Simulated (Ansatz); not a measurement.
Space group P4_2/mnm (No. 136). a = 4.760 Å, b = 4.760 Å, c = 3.201 Å, α = 90.00°, β = 90.00°, γ = 90.00°
```csv
atom,site,symmetry,x,y,z
Sn,2a,m.mm,0.5000,0.5000,0.5000
O,4f,m.2m,0.3059,0.3059,0.0000
```

Equation of state of this SnO$_{2}$ structure (not necessarily the ground state), with shape and atoms relaxed at each volume where symmetry leaves them free. All numbers below come from DFT r2SCAN, scalar-relativistic, plane waves, PAW in Ansatz.

Settings: cutoff 500 eV, Γ-centred mesh 6×6×8 on the computed 6-atom cell, Gaussian smearing of 0.02 eV; no spin polarisation.

```tsv
V (Å³/atom)	E − E(largest V) (meV/atom)	P (GPa)	gap on mesh (eV)
10.636	80.26	35.60	3.33
10.999	12.90	24.26	2.89
11.361	-30.89	14.71	2.48
11.724	-54.84	6.70	2.11
12.086	-62.19	0.00	1.77
12.449	-55.72	-5.54	1.46
12.812	-37.85	-10.08	1.19
13.295	0.00	-14.74	0.89
```

Fit a third-order Birch–Murnaghan equation to E(V).

V0 = 12.09 Å³/atom, B0 = 201 GPa, B0' = 5.2.